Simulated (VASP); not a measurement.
# Nb5N4 in VASP: further runs, part 2 of 2

VASP 6.6.1.

## 4. Single point, LDA

Input file INCAR:

```
ALGO = Normal
DIPOL = 0.5 0.5 0.500
EDIFF = 1E-7
ENCUT = 400
GGA = CA
IDIPOL = 3
ISIF = 2
ISMEAR = 1
LASPH = True
LCHARG = False
LDIPOL = True
LREAL = False
LVACPOTAV = True
LVHAR = True
LWAVE = False
NBANDS = 60
NELM = 120
PREC = Accurate
SIGMA = 0.02
```

Input file KPOINTS:

```
k-points
0
Gamma
  10 10 1
```

Input file POSCAR:

```
Nb5N4
1.0
    2.9399979705      0.0000000000      0.0000000000
   -1.4699989852      2.5461129295      0.0000000000
    0.0000000000      0.0000000000     23.1600000000
Nb N
5 4
Direct
    0.0000000000      0.0000000000      0.2590673575
    0.0000000000      0.0000000000      0.3795336788
    0.0000000000      0.0000000000      0.5000000000
    0.0000000000      0.0000000000      0.6204663212
    0.0000000000      0.0000000000      0.7409326425
    0.6666666667      0.3333333334      0.3193005181
    0.6666666667      0.3333333334      0.4397668394
    0.6666666667      0.3333333334      0.5602331606
    0.6666666667      0.3333333334      0.6806994819
```

Potentials or basis: VASP PAW LDA potentials, release 64 (Nb_sv, N).

Launch:

```bash
$ cat potpaw_LDA.64/Nb_sv/POTCAR potpaw_LDA.64/N/POTCAR > POTCAR
$ mpirun -np 1 vasp_std > vasp.out
```

OUTCAR:

```text
EDIFF = 1E-7
   ENCUT = 400
   GGA = CA
   ISIF = 2
   ISMEAR = 1
   LASPH = True
   LREAL = False
   NELM = 120
   PREC = Accurate

 Found     14 irreducible k-points:

 Following reciprocal coordinates:
            Coordinates               Weight
  0.000000  0.000000  0.000000      1.000000
  0.100000 -0.000000  0.000000      6.000000
  0.200000 -0.000000  0.000000      6.000000
  0.300000  0.000000  0.000000      6.000000
  0.400000  0.000000  0.000000      6.000000
  0.500000  0.000000  0.000000      3.000000
   k-points           NKPTS =     14   k-points in BZ     NKDIM =     14   number of bands    NBANDS=     60
   number of dos      NEDOS =    301   number of ions     NIONS =      9
   total plane-waves  NPLWV =  64000
   dimension x,y,z NGX =    20 NGY =   20 NGZ =  160
   dimension x,y,z NGXF=    40 NGYF=   40 NGZF=  320
   ions per type =               5   4
   NGX,Y,Z   is equivalent  to a cutoff of  11.31, 11.31, 11.49 a.u.
   NGXF,Y,Z  is equivalent  to a cutoff of  22.62, 22.62, 22.97 a.u.
 SYSTEM =  unknown system
   PREC   = accura    normal or accurate (medium, high low for compatibility)
   ISTART =      0    job   : 0-new  1-cont  2-samecut
   ICHARG =      2    charge: 1-file 2-atom 10-const
   ISPIN  =      1    spin polarized calculation?
   LNONCOLLINEAR =      F non collinear calculations
   LSORBIT =      F    spin-orbit coupling
   LASPH  =      T    aspherical Exc in radial PAW
   ENCUT  =  400.0 eV  29.40 Ry    5.42 a.u.   4.79  4.79 37.77*2*pi/ulx,y,z
   NELM   =    120;   NELMIN=  2; NELMDL= -5     # of ELM steps
   EDIFF  = 0.1E-06   stopping-criterion for ELM
   LREAL  =      F    real-space projection
   EDIFFG = 0.1E-05   stopping-criterion for IOM
   NSW    =      0    number of steps for IOM
   IBRION =     -1    ionic relax: 0-MD 1-quasi-New 2-CG
   NFREE  =      0    steps in history (QN), initial steepest desc. (CG)
   ISIF   =      2    stress and relaxation
   ISYM   =      2    0-nonsym 1-usesym 2-fastsym
   POTIM  = 0.5000    time-step for ionic-motion
   TEBEG  =    0.0;   TEEND  =   0.0 temperature during run
   PSTRESS=    0.0 pullay stress
   NELECT =      85.0000    total number of electrons
   NUPDOWN=      -1.0000    fix difference up-down
   EMIN   =  10.00;   EMAX   =-10.00  energy-range for DOS
   EFERMI =   0.00;   METHOD = LEGACY
   ISMEAR =     1;   SIGMA  =   0.02  broadening in eV -4-tet -1-fermi 0-gaus
   EFERMI_NEDOS =   21; number of points for ismear=-14 and -15
   IALGO  =     38    algorithm
   IMIX   =      4    mixing-type and parameters
     AMIX     =   0.40;   BMIX     =  1.00
     AMIX_MAG =   1.60;   BMIX_MAG =  1.00
  volume/ion in A,a.u.               =      19.26       129.99
  Fermi-wavevector in a.u.,A,eV,Ry     =   1.290902  2.439452 22.673141  1.666429
  Thomas-Fermi vector in A             =   2.422705
   LORBIT       =      0    0 simple, 1 ext, 2 COOP (PROOUT), +10 PAW based schemes
   GGA     = CA    functional components
   LHFCALC =     F    Hartree Fock is set to
   AEXX    =    0.0000 exact exchange contribution
   IVDW    =     0    specifies the selected vdW correction
   LEPSILON=     F    determine dielectric tensor
   LRPA    =     F    only Hartree local field effects (RPA)
 non-spin polarized calculation
 Methfessel and Paxton  Order N= 1 SIGMA  =   0.02
  energy-cutoff  :      400.00
  volume of cell :      173.37
 maximum number of plane-waves:      3180
 NGX is ok and might be reduce to    20
   NGX =  9   NGY =  9   NGZ = 75

 number of electron      84.9999993 magnetization

 dipolmoment           0.000000      0.000000     -0.000000 electrons x Angstroem

 Free energy of the ion-electron system (eV)
  ---------------------------------------------------
  ext. energy  EPLUGINS =         0.00000000
  ---------------------------------------------------
  free energy    TOTEN  =      -100.69910705 eV

  energy without entropy =     -100.69857914  energy(sigma->0) =     -100.69893108

 E-fermi :   5.5303     XC(G=0):  -8.8652

 val. band max:        5.5260358047   @ k =   0.0000   0.0000   0.0000
 cond. band min:       5.5356111580   @ k =   0.4000   0.2000   0.0000
 fundamental gap:      0.0095753533
 Fermi energy:         5.5303009737

 k-point     1 :       0.0000    0.0000    0.0000
  band No.  band energies     occupation
      1     -49.7269      2.00000
      2     -49.6899      2.00000
      3     -49.6019      2.00000
      4     -49.2662      2.00000
      5     -49.2661      2.00000
      6     -26.8200      2.00000
[... 46 lines left out ...]
     53       7.7513      0.00000
     54       8.6445      0.00000

 k-point     2 :       0.1000   -0.0000    0.0000
  band No.  band energies     occupation
      1     -49.7106      2.00000
      2     -49.6739      2.00000
      3     -49.5863      2.00000
      4     -49.2512      2.00000
      5     -49.2511      2.00000
      6     -26.7871      2.00000
[... 46 lines left out ...]
     53       8.2964      0.00000
     54       8.5468      0.00000

 k-point     3 :       0.2000   -0.0000    0.0000
  band No.  band energies     occupation
      1     -49.6675      2.00000
      2     -49.6317      2.00000
      3     -49.5451      2.00000
      4     -49.2116      2.00000
      5     -49.2115      2.00000
      6     -26.7000      2.00000
[... 46 lines left out ...]
     53       8.5190      0.00000
     54       8.6535      0.00000

 k-point     4 :       0.3000    0.0000    0.0000
  band No.  band energies     occupation
      1     -49.6137      2.00000
      2     -49.5789      2.00000
      3     -49.4937      2.00000
      4     -49.1621      2.00000
      5     -49.1621      2.00000
      6     -26.5895      2.00000
[... 46 lines left out ...]
     53       8.2893      0.00000
     54       9.1376      0.00000

 k-point     5 :       0.4000    0.0000    0.0000
  band No.  band energies     occupation
      1     -49.5696      2.00000
      2     -49.5358      2.00000
      3     -49.4516      2.00000
      4     -49.1217      2.00000
      5     -49.1217      2.00000
      6     -26.5435      2.00000
[... 46 lines left out ...]
     53       9.3967      0.00000
     54       9.6045      0.00000

 k-point     6 :       0.5000    0.0000    0.0000
  band No.  band energies     occupation
      1     -49.5527      2.00000
      2     -49.5192      2.00000
      3     -49.4354      2.00000
      4     -49.1062      2.00000
      5     -49.1061      2.00000
      6     -26.6551      2.00000
[... 46 lines left out ...]
     53       9.8850      0.00000
     54      10.0280      0.00000

 [... further k-points ...]

 [bands above 54 left out]

------------------------ aborting loop because EDIFF is reached ----------------------------------------

  FORCE on cell =-STRESS in cart. coord.  units (eV):
  Direction    XX          YY          ZZ          XY          YZ          ZX
  --------------------------------------------------------------------------------------
  -------------------------------------------------------------------------------------
  Total       -7.9698881     -7.9698881      3.6706535     -0.0000000     -0.0000000     -0.0000000
  in kB      -73.6545464    -73.6545464     33.9227245     -0.0000000     -0.0000000     -0.0000000
  external PRESSURE =     -37.7954561 kB  Pullay stress =       0.0000000 kB

 VOLUME and BASIS-vectors are now :
 -----------------------------------------------------------------------------
  energy-cutoff  :      400.00
  volume of cell :      173.37
      direct lattice vectors                 reciprocal lattice vectors
     2.939997970  0.000000000  0.000000000     0.340136289  0.196377778  0.000000000
    -1.469998985  2.546112930  0.000000000     0.000000000  0.392755556  0.000000000
     0.000000000  0.000000000 23.160000000     0.000000000  0.000000000  0.043177893

 POSITION                                       TOTAL-FORCE (eV/Angst)
 -----------------------------------------------------------------------------------
      0.00000      0.00000      6.00000         0.000000     -0.000000     -0.408402
      0.00000      0.00000      8.79000         0.000000     -0.000000     -0.474631
      0.00000      0.00000     11.58000         0.000000     -0.000000      0.000000
      0.00000      0.00000     14.37000         0.000000     -0.000000      0.474631
      0.00000      0.00000     17.16000         0.000000      0.000000      0.408402
      1.47000      0.84870      7.39500        -0.000000      0.000000      0.127784
      1.47000      0.84870     10.18500         0.000000     -0.000000      0.032913
      1.47000      0.84870     12.97500         0.000000     -0.000000     -0.032913
      1.47000      0.84870     15.76500        -0.000000      0.000000     -0.127784
 -----------------------------------------------------------------------------------
    total drift:                                0.000002     -0.000001      0.000000

  FREE ENERGIE OF THE ION-ELECTRON SYSTEM (eV)
  ---------------------------------------------------
  free  energy   TOTEN  =      -100.6991070502 eV

  energy  without entropy=     -100.6985791386  energy(sigma->0) =     -100.69893108

 vacuum level on the upper side and lower side of the slab        10.572        10.572
```

It took 2 min on 1 thread of AMD EPYC 9R45 (Zen 5), shared host; peak memory 0.2 GiB.

The run converged, but some of its settings lie outside the range that counts as converged, so its numbers aren't taken as properties of the slab.

Results:

```
Free energy                     : -100.6991 eV
Largest force                   : 0.475 eV/Å
Band gap on the k mesh          : none (metal or under the smearing width)
Work function of the upper face : 5.04 eV
Work function of the lower face : 5.04 eV
```

Caveat: the cutoff is under 1.25 times the usual one of these potentials, so pressure, stress and relaxed cells hold a basis-set (Pulay) error.

## 5. Single point, LDA

This run uses another cell than the first one, of 21.76 Å³/atom, 1.130 times its volume.

Changes to INCAR since step 4:

```diff
@@ -18,2 +18,2 @@
 PREC = Accurate
-SIGMA = 0.02
+SIGMA = 0.1
```

KPOINTS is that of step 4.

Input file POSCAR:

```
Nb5N4
1.0
    2.9399979705      0.0000000000      0.0000000000
   -1.4699989852      2.5461129295      0.0000000000
    0.0000000000      0.0000000000     26.1600000000
Nb N
5 4
Direct
    0.0000000000      0.0000000000      0.2866972477
    0.0000000000      0.0000000000      0.3933486239
    0.0000000000      0.0000000000      0.5000000000
    0.0000000000      0.0000000000      0.6066513761
    0.0000000000      0.0000000000      0.7133027523
    0.6666666667      0.3333333334      0.3400229358
    0.6666666667      0.3333333334      0.4466743119
    0.6666666667      0.3333333334      0.5533256881
    0.6666666667      0.3333333334      0.6599770642
```

Launch:

```bash
$ cat potpaw_LDA.64/Nb_sv/POTCAR potpaw_LDA.64/N/POTCAR > POTCAR
$ mpirun -np 1 vasp_std > vasp.out
```

Run time: 2.3 min. Hardware: 1 thread of AMD EPYC 9R45 (Zen 5), shared host; peak memory 0.21 GiB.

The run converged, but some of its settings lie outside the range that counts as converged, so its numbers aren't taken as properties of the slab.

Results:

| Property | Result |
| --- | --- |
| Free energy | -100.7037 eV |
| Largest force | 0.476 eV/Å |
| Band gap on the k mesh | none (metal or under the smearing width) |
| Work function of the upper face | 5.07 eV |
| Work function of the lower face | 5.07 eV |

Caveat: the cutoff is under 1.25 times the usual one of these potentials, so pressure, stress and relaxed cells hold a basis-set (Pulay) error.

## 6. Single point, LDA

This run uses another cell than the first one, of 24.25 Å³/atom, 1.259 times its volume.

INCAR is that of step 5.

KPOINTS is that of step 5.

Input file POSCAR:

```
Nb5N4
1.0
    2.9399979705      0.0000000000      0.0000000000
   -1.4699989852      2.5461129295      0.0000000000
    0.0000000000      0.0000000000     29.1600000000
Nb N
5 4
Direct
    0.0000000000      0.0000000000      0.3086419753
    0.0000000000      0.0000000000      0.4043209877
    0.0000000000      0.0000000000      0.5000000000
    0.0000000000      0.0000000000      0.5956790123
    0.0000000000      0.0000000000      0.6913580247
    0.6666666667      0.3333333334      0.3564814815
    0.6666666667      0.3333333334      0.4521604938
    0.6666666667      0.3333333334      0.5478395062
    0.6666666667      0.3333333334      0.6435185185
```

Potentials or basis: VASP PAW LDA potentials, release 64 (Nb_sv, N).

Launch:

```bash
$ cat potpaw_LDA.64/Nb_sv/POTCAR potpaw_LDA.64/N/POTCAR > POTCAR
$ mpirun -np 1 vasp_std > vasp.out
```

Wall time 2.5 min (1 thread of AMD EPYC 9R45 (Zen 5), shared host); peak memory 0.23 GiB.

The run converged, but some of its settings lie outside the range that counts as converged, so its numbers aren't taken as properties of the slab.

What came out:

* Free energy: -100.7044 eV
* Largest force: 0.476 eV/Å
* Band gap on the k mesh: none (metal or under the smearing width)
* Work function of the upper face: 5.07 eV
* Work function of the lower face: 5.07 eV

Caveat: the cutoff is under 1.25 times the usual one of these potentials, so pressure, stress and relaxed cells hold a basis-set (Pulay) error.
